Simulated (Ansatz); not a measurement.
## K: equation of state with PBEsol

Crystal: K.

```
K
1.0
    -2.69756    2.69756    2.69756
     2.69756   -2.69756    2.69756
     2.69756    2.69756   -2.69756
K
1
Direct
  0.00000 0.00000 0.00000
```

```json
{
 "Program": "Ansatz 0.2.0",
 "Task": "equation of state",
 "Functional": "PBEsol",
 "Potentials or basis": "JTH PAW",
 "Cutoff": "690 eV",
 "Density cutoff": "2760 eV",
 "k mesh": "7 × 7 × 7",
 "Occupations": "fermi-dirac, width 0.05 eV",
 "Spin": "no spin polarisation"
}
```

The equilibrium volume is 70.84 Å³/atom (rough: see the caveat). The bulk modulus is 3.7 GPa (rough).

Energy against volume, from the lowest point:
```tsv
volume (Å³/atom)	energy (meV/atom)
73.807	0.00
75.378	1.71
76.948	4.01
78.519	6.85
80.089	10.18
81.659	13.94
83.230	18.10
```

All runs of the series together: 7.9 s on 2 threads of Arm Neoverse V1, on a shared host.

Caveat: the minimum lies outside the volumes run.
